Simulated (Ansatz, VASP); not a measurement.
# Si2Ni in VASP and in Ansatz

File POSCAR:

```
Si2Ni
1.0
    0.0000000000      2.7385698685      2.7385698685
    2.7385698685      0.0000000000      2.7385698685
    2.7385698685      2.7385698685      0.0000000000
Ni Si
1 2
Direct
    0.0000000000      0.0000000000      0.0000000000
    0.7500000000      0.7500000000      0.7500000000
    0.2500000000      0.2500000000      0.2500000000
```

The input INCAR.step1:

```
ALGO = Normal
EDIFF = 1E-4
ENCUT = 520
GGA = PE
ISMEAR = -1
ISPIN = 2
LASPH = T
LCHARG = F
LMAXMIX = 4
LREAL = F
LWAVE = T
MAGMOM = 1 0 0
NBANDS = 20
NELM = 150
PREC = Accurate
SIGMA = 0.05
```

The input INCAR.step2:

```
ALGO = Normal
EDIFF = 1E-6
ENCUT = 520
ISIF = 2
ISMEAR = -1
ISPIN = 2
ISTART = 1
LASPH = T
LCHARG = F
LMAXMIX = 4
LMIXTAU = T
LORBIT = 11
LREAL = F
LWAVE = F
MAGMOM = 1 0 0
METAGGA = R2SCAN
NBANDS = 20
NELM = 150
PREC = Accurate
SIGMA = 0.05
```

The input KPOINTS:

```
k-points
0
Gamma
  9 9 9
```

The input input.yaml:

```yaml
crystal:
  lattice:
    - [0.0, 2.7385698685, 2.7385698685]
    - [2.7385698685, 0.0, 2.7385698685]
    - [2.7385698685, 2.7385698685, 0.0]
  atoms:
    - { symbol: Ni, position: [0.0, 0.0, 0.0], spin: 1.0 }
    - { symbol: Si, position: [0.75, 0.75, 0.75] }
    - { symbol: Si, position: [0.25, 0.25, 0.25] }
hamiltonian:
  xc: r2scan
  pseudopotentials: { kind: paw }
magnetization:
  spin_polarized: true
kpoints:
  mp_grid: { grid: [9, 9, 9] }
scf:
  occupations: { method: fermi_dirac, width: 0.05 }
output:
  forces: true
  stress: true
  eigenvalues: true
```

Alike in both runs: task single point; functional r2SCAN; k mesh 9 × 9 × 9; occupations fermi-dirac, width 0.05 eV; collinear spin.

|  | VASP | Ansatz |
| --- | --- | --- |
| version | VASP 6.6.1 | Ansatz 0.2.0 |
| potentials or method | VASP PAW PBE potentials, release 64 (Ni, Si) | Ansatz PAW |
| plane-wave cutoff (eV) | 520 | 500 |
| valence electrons in the cell | 18 | 26 |

|  | VASP | Ansatz | Ansatz less VASP |
| --- | --- | --- | --- |
| gap on the k mesh at the Fermi level (eV) | none | none | - |
| pressure (GPa) | -6.8 | -6.8 | +0.03 |
| net moment per atom (μB) | 0.00 | 0.00 | 0.000 |

A gap of «none» marks a metal or a gap that the smearing closes. With one functional, cell and mesh, what is left measures potentials, basis and numerics. The two sets of potentials don't hold the same shells in valence.

Caveats: the PAW data sets were made with another functional, which shifts forces and pressure a little (VASP); the magnetic or orbital state may not be the lowest (Ansatz); the PAW data sets come from PBE, with cores solved anew for the run's functional, which leaves a small shift of forces and pressure (Ansatz); the starting moments weren't kept (Ansatz).
